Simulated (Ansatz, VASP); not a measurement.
# CuI in VASP and in Ansatz

```
Cu I
1.0
     0.00000    2.99817    2.99817
     2.99817    0.00000    2.99817
     2.99817    2.99817    0.00000
Cu I
1 1
Cartesian
  0.0000 0.0000 0.0000
  1.4991 1.4991 1.4991
```

Alike in both runs: task single point; functional PBE; k mesh 7 × 7 × 7; occupations gaussian, width 0.0429 eV; no spin polarisation.

|  | VASP | Ansatz |
| --- | --- | --- |
| version | VASP 6.6.1 | Ansatz 0.2.0 |
| potentials or method | VASP PAW PBE potentials, release 64 (Cu, I) | PAW plane waves |
| plane-wave cutoff (eV) | 520 | 420 |
| valence electrons in the cell | 18 | 36 |

|  | VASP | Ansatz | Ansatz less VASP |
| --- | --- | --- | --- |
| gap on the k mesh at the Fermi level (eV) | 1.23 | 1.21 | -0.023 |
| pressure (GPa) | 1.8 | 1.8 | +0.01 |

With one functional, cell and mesh, what is left measures potentials, basis and numerics. The two sets of potentials don't hold the same shells in valence.

Caveats: spin-orbit coupling is left out, which moves the levels of the heavy elements. As with any semilocal functional, this PBE gap is likely too small.
